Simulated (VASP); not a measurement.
Runs of VASP 6.6.1 on MoSe2. The structure is hexagonal, space group P6_3/mmc (No. 194). The conventional cell has a = 3.288 Å, b = 3.288 Å, c = 12.900 Å, α = 90.00°, β = 90.00°, γ = 120.00°. Mo (site symmetry -6m2) has 6 Se at 2.49 Å as nearest neighbours. Se (site symmetry 3m) has 3 Mo at 2.49 Å as nearest neighbours. 

```csv
task,cell,gap on the mesh (eV),pressure (GPa)
relaxation of cell and atoms,relaxed,1.36,0.0
relaxation of shape and atoms at fixed volume,atoms relaxed at fixed volume from: a relaxed cell with its volume scaled by 0.98,1.34,0.1
relaxation of shape and atoms at fixed volume,atoms relaxed at fixed volume from: a relaxed cell with its volume scaled by 0.94,(a),0.6
relaxation of shape and atoms at fixed volume,atoms relaxed at fixed volume from: a relaxed cell with its volume scaled by 1.06,1.58,-0.1
```

Alike in all rows: level PBE; potentials or basis VASP PAW PBE potentials, release 64 (Mo, Se); no spin polarisation; k mesh 5 × 5 × 1; cutoff (eV) 300; smearing gaussian 0.03 eV; the mesh is coarse, so values aren't converged.

Question: Fill in the values left out.

Answer: (a) 1.19.

Caveats: all runs use coarse meshes; an odd mesh through Γ misses points on the zone boundary, where band edges often lie; this functional lacks dispersion, which binds the layers, so the pressure and a relaxed spacing across them are unreliable.

A k mesh can miss the band edges, and the runs leave out spin-orbit coupling on Mo, Se.
